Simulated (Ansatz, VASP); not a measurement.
**Sc in VASP and in Ansatz**

```
Sc
1.0
    -1.81423    1.81423    1.81423
     1.81423   -1.81423    1.81423
     1.81423    1.81423   -1.81423
Sc
1
Direct
  0.00000 0.00000 0.00000
```

Alike in both runs: functional PBEsol; k mesh 16 × 16 × 16; occupations gaussian, width 0.1 eV; no spin polarisation.

Ansatz relaxed the structure, and its values are those at the end. VASP's run is a single point on that final structure, the one shown.

|  | VASP | Ansatz |
| --- | --- | --- |
| version | VASP 6.6.1 | Ansatz 0.2.0 |
| potentials or method | VASP PAW PBE potentials, release 64 (Sc_sv) | scalar-relativistic, plane waves, PAW |
| plane-wave cutoff (eV) | 520 | 420 |
| valence electrons in the cell | 11 | 11 |

```csv
,VASP,Ansatz,Ansatz less VASP
gap on the k mesh at the Fermi level (eV),none,none,-
pressure (GPa),0.0,0.0,-0.02
```

A gap of «none» marks a metal or a gap that the smearing closes.

Caveats: the PAW data sets were made with another functional, which shifts forces and pressure a little (VASP).
